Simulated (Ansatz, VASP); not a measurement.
**One calculation of CoO, two programs**

```
Co O
1.0
     1.62330    0.93722    2.60024
    -1.62330    0.93722    2.60024
     0.00000   -1.87443    2.60024
Co O
1 1
Cartesian
  0.0000 0.0000 7.7928
  0.0000 0.0000 5.8585
```

Change from the starting cell: volume scaled by 1.04.

Alike in both runs: task single point; functional PBE; k mesh 10 × 10 × 10; occupations fermi-dirac, width 0.05 eV; collinear spin, ferromagnetic start.

|  | VASP | Ansatz |
| --- | --- | --- |
| version | VASP 6.6.1 | Ansatz 0.2.0 |
| potentials or method | VASP PAW PBE potentials, release 64 (Co, O) | Ansatz PAW |
| plane-wave cutoff (eV) | 520 | 420 |
| valence electrons in the cell | 15 | 23 |

VASP gave:

* gap on the k mesh at the Fermi level (eV): none
* pressure (GPa): -4.7
* largest component of the traceless stress (GPa): 3.11
* rms of the force components (eV/Å): 0.128
* net moment per atom (μB): 1.43
* size of the moment on the site where the two differ most (μB): 2.45

Q: Which values does Ansatz return?

A: gap on the k mesh at the Fermi level (eV): none; pressure (GPa): -4.6; largest component of the traceless stress (GPa): 3.09; rms of the force components (eV/Å): 0.127; net moment per atom (μB): 1.44; size of the moment on the site where the two differ most (μB): 2.29.

Site moments also hang on the region over which each program counts them. Atom by atom the forces differ by 0.002 eV/Å (rms over components). A gap of «none» marks a metal or a gap that the smearing closes. The two sets of potentials don't hold the same shells in valence.

Caveats: a cell with one magnetic atom can't hold antiferromagnetic order, which such compounds often take; semilocal functionals often make such compounds metallic where correlation or magnetic order opens a gap, which also shifts bond lengths; the pressure holds a Pulay correction of +0.6 GPa for the finite cutoff (Ansatz).
